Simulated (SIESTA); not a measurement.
HgTe (Coloradoite):

```
Hg Te
1.0
     0.00000    3.21450    3.21450
     3.21450    0.00000    3.21450
     3.21450    3.21450    0.00000
Hg Te
1 1
Direct
  0.00000 0.00000 0.00000
  0.75000 0.75000 0.75000
```

Base run:

```yaml
Program: SIESTA 5.4.2
Functional: PBE
Potentials_or_basis: PseudoDojo 0.4 standard (PBE files)
Basis: DZP (energy shift 0.002 Ry)
Grid_cutoff: 800 Ry
Energy_shift: 0.002 Ry
k_mesh: 7 × 7 × 7
Occupations: fermi-dirac, width 0.05 eV
Spin: no spin polarisation
```

Its results: band gap on the k mesh none (metal or under the smearing width); pressure 5.9 GPa.

Q: The run is repeated on the same cell with these changes: functional from PBE to PBEJsJrLO. What comes out?

A: Band gap on the k mesh none (metal or under the smearing width); pressure 4.3 GPa.

Caveats: semicore shells carry a single zeta, which can move pressures by several GPa and volumes by a few percent; the valence orbitals were made in a potential fitted to the semicore shell under them, which widens gaps by tenths of an eV or more; spin-orbit coupling is left out, which moves the levels of the heavy elements; the basis of atomic orbitals isn't converged, which shifts pressures, moduli and gaps; the potentials were made for another functional, which shifts forces and pressure (some runs).
